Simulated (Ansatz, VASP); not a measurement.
Mg: VASP beside Ansatz

```
Mg
1.0
    -1.82155    1.82155    1.82155
     1.82155   -1.82155    1.82155
     1.82155    1.82155   -1.82155
Mg
1
Cartesian
  0.0000 0.0000 0.0000
```

Alike in both runs: task single point; functional LDA; k mesh 14 × 14 × 14; occupations fermi-dirac, width 0.1 eV; no spin polarisation.

```csv
,VASP,Ansatz
version,VASP 6.6.1,Ansatz 0.2.0
potentials or method,"VASP PAW LDA potentials, release 64 (Mg)","plane waves (420 eV) with PAW, scalar-relativistic"
plane-wave cutoff (eV),520,420
valence electrons in the cell,2,10
```

|  | VASP | Ansatz | Ansatz less VASP |
| --- | --- | --- | --- |
| pressure (GPa) | -3.8 | -3.5 | +0.30 |

The two sets of potentials don't hold the same shells in valence. Ansatz warned: «pseudo_functional_mismatch».
